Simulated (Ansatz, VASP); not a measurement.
# Au in VASP and in Ansatz

File INCAR:

```
SYSTEM = Au
ALGO = Normal
EDIFF = 1E-7
ENCUT = 520
GGA = PE
ISIF = 2
ISMEAR = 1
LASPH = .TRUE.
LCHARG = .TRUE.
LELF = .TRUE.
LREAL = .FALSE.
LVHAR = .TRUE.
LWAVE = .FALSE.
NBANDS = 12
NELM = 80
PREC = Accurate
SIGMA = 0.01
```

The input KPOINTS:

```
k-points
0
G
  13 13 13
  0 0 0
```

The input POSCAR:

```
Au
1.0
    0.0000000000      2.0782552709      2.0782552709
    2.0782552709      0.0000000000      2.0782552709
    2.0782552709      2.0782552709      0.0000000000
Au
1
Direct
    0.0000000000      0.0000000000      0.0000000000
```

Input for Ansatz:

```yaml
crystal:
  lattice:
    - [0.0, 2.0782552709, 2.0782552709]
    - [2.0782552709, 0.0, 2.0782552709]
    - [2.0782552709, 2.0782552709, 0.0]
  atoms:
    - { symbol: Au, position: [0.0, 0.0, 0.0] }
hamiltonian:
  xc: pbe
  pseudopotentials:
    kind: paw
    azcp:
      Au: "pseudopotentials/Au.paw.azcp"
basis:
  ecutwfc: 420
  fft_grid_basis: typed
kpoints:
  mp_grid: { grid: [13, 13, 13], shift: [0, 0, 0] }
magnetization:
  spin_polarized: false
scf:
  occupations: { method: cold, width: 0.01 }
  lower_state_search: "off"
output:
  stress: true
```

Alike in both runs: task single point; functional PBE; k mesh 13 × 13 × 13; no spin polarisation.

|  | VASP | Ansatz |
| --- | --- | --- |
| version | VASP 6.6.1 | Ansatz 0.2.0 |
| potentials or method | VASP PAW PBE potentials, release 64 (Au) | plane waves (420 eV) with PAW, scalar-relativistic |
| plane-wave cutoff (eV) | 520 | 420 |
| occupations | methfessel-paxton of order 1, width 0.01 eV | cold, width 0.01 eV |
| valence electrons in the cell | 11 | 19 |

```tsv
	VASP	Ansatz	Ansatz less VASP
pressure (GPa)	-0.4	-0.1	+0.25
```

The two sets of potentials don't hold the same shells in valence.

Spin-orbit coupling is left out, which matters for the levels of Au.
